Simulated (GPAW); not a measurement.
**CdSe: energy against volume and a worked fit**

Symmetry: F-43m, No. 216, cubic system. Conventional cell: a = 6.141 Å, b = 6.141 Å, c = 6.141 Å, α = 90.00°, β = 90.00°, γ = 90.00°. Around Cd (site symmetry -43m) lie 4 Se at 2.66 Å. Se (site symmetry -43m) has 4 Cd at 2.66 Å as nearest neighbours.

The cell is a database's computed one, not the measured one.

The cell was scaled at fixed shape and fractions and run with GPAW, PAW data sets generated for this functional, cutoff 600 eV; SOGGA, k mesh 6 × 6 × 6 on the cell of 2 atoms, fermi-dirac occupations of 0.05 eV, no spin polarisation, no spin-orbit coupling. Energies are those that the program minimises, any entropy of the smearing included.

| V (Å³/atom) | energy over the lowest row (meV/atom) |
| --- | --- |
| 27.2056 | 3.40 |
| 27.7844 | 0.00 |
| 28.3633 | 0.74 |
| 28.9421 | ? |
| 29.5210 | 12.81 |
| 30.0998 | 23.36 |
| 30.6786 | 36.54 |

**Question.** Fit the third-order Birch-Murnaghan form, give V0, B0 and B′, and predict the energy left open.

**Answer.** With y = (V0/V)^(2/3), E = E0 + (9 V0 B0/16) [(y - 1)³ B′ + (y - 1)² (6 - 4y)]. Least squares through the rows shown give V0 = 27.9635 Å³/atom, E0 = -0.19 meV, B0 = 53.09 GPa (1 eV/Å³ = 160.218 GPa) and B′ = 4.62, with a largest miss of 0.02 meV. At V = 28.9421 the form with these constants gives 5.13 meV; the run gave 5.14 meV an atom.

The fitted minimum lies at a smaller volume than the database cell, so SOGGA binds this lattice more tightly than the method behind that cell. That method was probably a conventional gradient-corrected functional, which tends to overexpand semiconductors of heavier elements. The modest bulk modulus of 53.09 GPa suits long, polar Cd-Se bonds in an open tetrahedral network, where the valence electron density is low and compression meets less resistance than in shorter-bonded semiconductors.

The positive B′ reflects the asymmetry of the well: overlap repulsion steepens quickly as the bonds shorten, while the bonding attraction fades more gradually as they stretch. The close prediction for the open row supports the smoothness of the curve and the fitted form as an interpolation, but it is no independent test of the functional. B′ is less secure than V0, since it depends on higher-order curvature and only two of the volumes lie on the compressed side. The curve says nothing about the competition with wurtzite or the pressure-induced change to rock salt.
